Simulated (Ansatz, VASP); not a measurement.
# SiO2 in VASP and in Ansatz

The input INCAR:

```
SYSTEM = SiO2
PREC = Accurate
ENCUT = 520
EDIFF = 1E-6
ISMEAR = -1
SIGMA = 0.03
LREAL = .False.
LASPH = .True.
NELM = 100
ALGO = Normal
ISIF = 2
LWAVE = .False.
LCHARG = .True.
GGA = PE
LELF = .True.
LVHAR = .True.
NBANDS = 25
```

Contents of KPOINTS:

```
Automatic mesh
0
Gamma
  6 6 9
  0 0 0
```

The input POSCAR:

```
SiO2
1.0
    4.2219010000      0.0000000000      0.0000000000
    0.0000000000      4.2219010000      0.0000000000
    0.0000000000      0.0000000000      2.6678000000
Si O
2 4
Direct
    0.0000000000      0.0000000000      0.0000000000
    0.5000000000      0.5000000000      0.5000000000
    0.3067000000      0.3067000000      0.0000000000
    0.1933000000      0.8067000000      0.5000000000
    0.6933000000      0.6933000000      0.0000000000
    0.8067000000      0.1933000000      0.5000000000
```

Input for Ansatz:

```yaml
crystal:
  lattice:
    - [4.221901, 0.0, 0.0]
    - [0.0, 4.221901, 0.0]
    - [0.0, 0.0, 2.6678]
  atoms:
    - { symbol: Si, position: [0.0, 0.0, 0.0] }
    - { symbol: Si, position: [0.5, 0.5, 0.5] }
    - { symbol: O, position: [0.3067, 0.3067, 0.0] }
    - { symbol: O, position: [0.1933, 0.8067, 0.5] }
    - { symbol: O, position: [0.6933, 0.6933, 0.0] }
    - { symbol: O, position: [0.8067, 0.1933, 0.5] }
kpoints:
  mp_grid: { grid: [6, 6, 9] }
  band_path:
    path:
      - [0.0, 0.0, 0.0]
      - [0.0, 0.5, 0.0]
      - [0.5, 0.5, 0.0]
      - [0.0, 0.0, 0.0]
      - [0.0, 0.0, 0.5]
      - [0.0, 0.5, 0.5]
      - [0.5, 0.5, 0.5]
      - [0.0, 0.0, 0.5]
      - [0.0, 0.5, 0.0]
    npoints: 5
scf:
  occupations: { method: fermi_dirac, width: 0.03 }
hamiltonian:
  xc: pbe
  pseudopotentials: { kind: all_electron, lapw: { basis_error: 0.001 } }
output:
  forces: true
  stress: true
  eigenvalues: true
```

Change from the starting cell: equal xx and yy strain of +1 %.

Alike in both runs: task single point; functional PBE; k mesh 6 × 6 × 9; occupations fermi-dirac, width 0.03 eV; no spin polarisation.

|  | VASP | Ansatz |
| --- | --- | --- |
| version | VASP 6.6.1 | Ansatz 0.2.0 |
| potentials or method | VASP PAW PBE potentials, release 64 (Si, O) | all-electron LAPW, scalar-relativistic |
| plane-wave cutoff (eV) | 520 | see its input |

|  | VASP | Ansatz | Ansatz less VASP |
| --- | --- | --- | --- |
| gap on the k mesh at the Fermi level (eV) | 5.30 | 5.32 | +0.027 |
| pressure (GPa) | 4.9 | 4.8 | -0.18 |
| largest component of the traceless stress (GPa) | 2.93 | 2.47 | -0.455 |
| rms of the force components (eV/Å) | 0.019 | 0.009 | -0.0104 |

Atom by atom the forces differ by 0.010 eV/Å (rms over components). Ansatz ran all-electron here, so the differences hold the error of VASP's frozen core and of both bases.

Caveats: an odd mesh through Γ misses points on the zone boundary, where band edges often lie.
